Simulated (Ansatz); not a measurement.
# Hf (P-1) in Ansatz: convergence with xc grid

Aim: find how far xc grid must go before the results for Hf settle, at PBE. This setting moves, with any that are tied to it; all else stays.

Program: Ansatz 0.2.0. These are calculated values, not measurements. Logs are shortened: lines on timing, memory, paths and dates and some standing lists are left out, and cuts for length are marked.

### 1 The cell of the first run

The typed cell holds 2 atoms: a = 3.197 Å, b = 3.197 Å, c = 5.058 Å, α = 90.00°, β = 90.00°, γ = 120.00°.

The cell isn't the ideal one: atoms moved at random, drawn with an rms of 0.05 Å.

### 2 With xc grid 1

File input.yaml:

```yaml
crystal:
  lattice:
    - [3.1967, 0.0, 0.0]
    - [-1.59835, 2.7684234083, 0.0]
    - [0.0, 0.0, 5.0578]
  atoms:
    - { symbol: Hf, position: [0.670799, 0.3463, 0.754506] }
    - { symbol: Hf, position: [0.325654, 0.67287, 0.246675] }
hamiltonian:
  xc: pbe
  pseudopotentials: { kind: nc, accuracy: stringent }
kpoints:
  mp_grid: { grid: [7, 7, 4] }
scf:
  occupations: { method: gaussian, width: 0.05 }
output:
  forces: true
  stress: true
  eigenvalues: true
basis:
  xc_grid: 1
```

Potentials or basis: PseudoDojo stringent (PBE files).

Command:

```console
$ ansatz run input.yaml --threads 2 --pin off --max-ram 5632MiB --backend cpu --events-out ev --progress --plain --runs-dir out
```

What it wrote:

```text
Warning: RAYON_NUM_THREADS=2 ignored (pool sized by the plan → 2); use --threads N
Engine: ansatz 0.2.0, x86_64-unknown-linux-gnu
Pseudopotentials: kind: nc
Pseudopotential: Hf, nc, valence charge 26, recommended cutoff 1795.951492 eV (normal), Hf.nc.azcp (PseudoDojo's, or run here from an input of PseudoDojo's; its table is named by hamiltonian.pseudopotentials.accuracy)
Functional definition: PBE
  parameter kappa = 0.804
  parameter beta = 0.06672455060314922
  exchange = pbe_x(kappa = kappa, mu = beta*pi^2/3)
  correlation = pbe_c(beta = beta)
Crystal: 2 atoms, lattice volume = 44.761 Å³
Basis set: ecut = 1795.951492 eV, 7727 PW (Γ)
Bands: 32, of which v1, the nominal top of the filled ones, is band 26 counted from 1 (25 counted from 0)
Symmetry: 2 space group operations
Space group: P-1 (ITA 2), of the structure as read, at distance tolerance 3.6e-5 Å
k-points: 99 of 196
Non-local potential: Hf, projectors of the file, l = 0: 2, l = 1: 2, l = 2: 2, l = 3: 2
Initial density: superposition of atomic densities (chi_scale 0.1, normalization cell)
Initial wavefunctions: pseudopotential atomic-orbital guess
Functional: x = pbe(κ = 0.804, μ = 0.2195149727645171), c = pbe(β = 0.06672455060314922)
SCF iter   1: F=—  HF=-15462.361252 eV  |F-HF|=—  |Δ(HF+E_count)|=         —  Δρ=3.70e-2  dr2=7.45e-1  ethr=3.10e-3  ⟨swp⟩=5.5  Hψ=11544  notcnv=0
preconditioner: auto → Resta (q_TF=auto, 2.797 Å⁻¹)  ε∞=6.1  [insulator: Δε(μ)=0.145 eV  Ē_g=16.946 eV  σ=0.050 eV  W_gap=0.83  n_scr=22 (ndim 8)  ℏωp=38.5 eV  f_vac=0.000  D(μ)=0.47/eV (n_scr^D=2)  ε∞_Penn≈6.1]
SCF iter   2: F=—  HF=-15462.197265 eV  |F-HF|=—  |Δ(HF+E_count)|=   1.64e-1  Δρ=2.16e-2  dr2=2.49e-1  ethr=1.43e-3  ⟨swp⟩=3.0  Hψ=4858  notcnv=0  defer=134
SCF iter   3: F=—  HF=-15462.131659 eV  |F-HF|=—  |Δ(HF+E_count)|=   6.56e-2  Δρ=5.12e-3  dr2=6.65e-3  ethr=4.79e-4  ⟨swp⟩=3.0  Hψ=7728  notcnv=0  defer=134
SCF iter   4: F=—  HF=-15462.131517 eV  |F-HF|=—  |Δ(HF+E_count)|=   1.42e-4  Δρ=4.35e-3  dr2=4.32e-3  ethr=1.28e-5  ⟨swp⟩=2.0  Hψ=5610  notcnv=0  defer=134
SCF iter   5: F=—  HF=-15462.130502 eV  |F-HF|=—  |Δ(HF+E_count)|=   1.01e-3  Δρ=9.09e-4  dr2=8.79e-5  ethr=8.30e-6  ⟨swp⟩=2.1  Hψ=5063  notcnv=0  defer=134
SCF iter   6: F=—  HF=-15462.130423 eV  |F-HF|=—  |Δ(HF+E_count)|=   7.94e-5  Δρ=7.77e-4  dr2=8.37e-5  ethr=1.69e-7  ⟨swp⟩=2.8  Hψ=6903  notcnv=0  defer=134
SCF iter   7: F=—  HF=-15462.130395 eV  |F-HF|=—  |Δ(HF+E_count)|=   2.85e-5  Δρ=3.25e-4  dr2=1.56e-5  ethr=1.61e-7  ⟨swp⟩=2.0  Hψ=5641  notcnv=0  defer=134
SCF iter   8: F=—  HF=-15462.130389 eV  |F-HF|=—  |Δ(HF+E_count)|=   6.02e-6  Δρ=6.64e-5  dr2=6.42e-7  ethr=2.99e-8  ⟨swp⟩=2.0  Hψ=5585  notcnv=0  defer=134
SCF iter   9: F=-15462.130388 eV  HF=-15462.130388 eV  |F-HF|=1.67e-8  |Δ(HF+E_count)|=   2.75e-7  Δρ=1.08e-5  dr2=2.08e-8  ethr=1.92e-10  ⟨swp⟩=11.7  Hψ=17052  notcnv=0
SCF 1 converged in 9 iterations: F = -15462.130388 eV  dr2 = 2.08e-8
SCF converged after 9 iterations
Free energy (F): -15462.130388 eV
Harris-Foulkes:  -15462.130388 eV  (|F-HF|=1.67e-8)
Internal energy: -15462.129740 eV  (E = F + TS)
E sigma→0 (E₀):  -15462.130064 eV
Entropy (-TS):   -0.000648 eV (-0.324 meV/atom)
Fermi energy:    19.251554 eV
--- Per-component energies (eV) ---
  E_band       = 35.064954
  E_kinetic    = 10737.119660
  E_local      = -14752.811036  (includes V_loc(G=0)·N_el)
  E_nonlocal   = -4359.970241
  E_hartree    = 5107.380970
  E_xc         = -2221.125343
  E_vxc        = -1804.022188  (∫ρ·V_xc dr)
  E_ewald      = -9972.723750
  E_smearing   = -0.000648  (= −TS)
  E_closure    = -0.000000  (closes the sum)
  Σ components = -15462.130388   (vs F -15462.130388, Δ=0.00e0)
--- Forces (eV/Å), atoms counted from 1 ---
  atom   1  Hf    -0.04925819    -0.03314052    -0.13094448
  atom   2  Hf     0.04925819     0.03314052     0.13094448
  max |Σ_I F_I| component: 0.00e0 eV/Å
--- Stress (GPa, compression-positive) ---
        0.637659       0.345998       0.061139
        0.345998       0.144632       0.040615
        0.061139       0.040615       2.292357
  P = ⅓ Tr σ = 1.0249 GPa (10.249 kbar)
--- Band table (eV; the first three rows and the last of 99) ---
  k-point 0: bands = ["-42.8437", "-42.7724", "-11.9271", "-11.2074", "-11.1976", "-11.0785", "-11.0698", "-11.0603", "7.3609", "7.3877", "7.3887", "7.3897", "7.3915", "7.3948", "7.3970", "7.4018", "7.4019", "7.4167", "7.4315", "7.4340", "7.4715", "7.4751", "11.7875", "15.4538", "19.7822", "20.3123", "20.3540", "20.6380", "21.1117", "21.1846", "21.7440", "21.9036"]
  k-point 1: bands = ["-42.8335", "-42.7827", "-11.8085", "-11.1969", "-11.1851", "-11.1806", "-11.0957", "-11.0897", "7.3625", "7.3742", "7.3756", "7.3865", "7.3875", "7.3888", "7.3972", "7.4147", "7.4165", "7.4172", "7.4378", "7.4388", "7.4720", "7.4746", "12.3459", "15.0894", "19.2301", "20.1274", "20.1434", "20.1845", "20.7218", "20.7922", "22.5299", "22.6874"]
  k-point 2: bands = ["-42.8129", "-42.8034", "-11.5449", "-11.4731", "-11.1477", "-11.1459", "-11.1307", "-11.1300", "7.3697", "7.3730", "7.3740", "7.3741", "7.3747", "7.3750", "7.4094", "7.4095", "7.4337", "7.4345", "7.4348", "7.4358", "7.4730", "7.4736", "13.7214", "13.7955", "19.1637", "19.4903", "20.1985", "20.2161", "20.2307", "20.2518", "23.8507", "23.9457"]
  k-point 98: bands = ["-42.7884", "-42.7656", "-11.7546", "-11.6372", "-11.4466", "-11.3557", "-11.2498", "-11.1845", "7.3669", "7.3796", "7.3829", "7.3929", "7.3960", "7.4002", "7.4127", "7.4186", "7.4197", "7.4218", "7.4263", "7.4380", "7.4407", "7.4438", "15.3692", "16.8897", "17.5950", "18.3935", "19.4259", "19.9513", "20.5498", "22.7780", "23.9813", "24.4721"]
```

It took 54 s on 2 threads of Intel Xeon at 2.50GHz (Skylake/Cascade Lake), shared host; peak memory 0.95 GiB.

Results:

```yaml
Free_energy: -15462.1304 eV
Pressure: 1.0 GPa
Largest_force: 0.144 eV/Å
Band_gap_on_the_k_mesh: none (metal or under the smearing width)
```

### 3 With xc grid 2

input.yaml: that of step 2 with these lines changed.

```diff
@@ -20,2 +20,2 @@
 basis:
-  xc_grid: 1
+  xc_grid: 2
```

Potentials or basis: PseudoDojo stringent (PBE files).

Command:

```console
$ ansatz run input.yaml --threads 2 --pin off --max-ram 5632MiB --backend cpu --events-out ev --progress --plain --runs-dir out
```

Run time: 53 s. Hardware: 2 threads of Intel Xeon at 2.50GHz (Skylake/Cascade Lake), shared host; peak memory 0.97 GiB.

What came out:

- Free energy: -15462.1304 eV
- Pressure: 1.0 GPa
- Largest force: 0.144 eV/Å
- Band gap on the k mesh: none (metal or under the smearing width)

### 4 With xc grid 3

input.yaml: that of step 3 with these lines changed.

```diff
@@ -20,2 +20,2 @@
 basis:
-  xc_grid: 2
+  xc_grid: 3
```

Command:

```console
$ ansatz run input.yaml --threads 2 --pin off --max-ram 5632MiB --backend cpu --events-out ev --progress --plain --runs-dir out
```

Wall time 56 s (2 threads of Intel Xeon at 2.50GHz (Skylake/Cascade Lake), shared host); peak memory 1.1 GiB.

Results (log left out):

```yaml
Free_energy: -15462.1304 eV
Pressure: 1.0 GPa
Largest_force: 0.144 eV/Å
Band_gap_on_the_k_mesh: none (metal or under the smearing width)
```

### 5 With xc grid 4

input.yaml: that of step 4 with these lines changed.

```diff
@@ -20,2 +20,2 @@
 basis:
-  xc_grid: 3
+  xc_grid: 4
```

Command:

```console
$ ansatz run input.yaml --threads 2 --pin off --max-ram 5632MiB --backend cpu --events-out ev --progress --plain --runs-dir out
```

It took 56 s on 2 threads of Intel Xeon at 2.50GHz (Skylake/Cascade Lake), shared host; peak memory 1.3 GiB.

It converged, with:

- Free energy: -15462.1304 eV
- Pressure: 1.0 GPa
- Largest force: 0.144 eV/Å
- Band gap on the k mesh: none (metal or under the smearing width)

### 6 With xc grid 5

input.yaml: that of step 5 with these lines changed.

```diff
@@ -20,2 +20,2 @@
 basis:
-  xc_grid: 4
+  xc_grid: 5
```

Potentials or basis: PseudoDojo stringent (PBE files).

Command:

```console
$ ansatz run input.yaml --threads 2 --pin off --max-ram 5632MiB --backend cpu --events-out ev --progress --plain --runs-dir out
```

Wall time 60 s (2 threads of Intel Xeon at 2.50GHz (Skylake/Cascade Lake), shared host); peak memory 1.7 GiB.

It converged, with:

* Free energy: -15462.1304 eV
* Pressure: 1.0 GPa
* Largest force: 0.144 eV/Å
* Band gap on the k mesh: none (metal or under the smearing width)

### 7 Result

```
xc grid  energy less the tightest run, at zero smearing (meV/atom)  SCF cycles  CPU time (s)  peak memory (GiB)
      1                                                       0.00           9           110               0.95
      2                                                       0.00           9           100               0.97
      3                                                       0.00           9           110                1.1
      4                                                       0.00           9           110                1.3
      5                                                       0.00           9           120                1.7
```

Against the tightest run, the energy stays within 1 meV/atom from 1 on. The tightest run that finished is the yardstick and may itself not be fully converged.
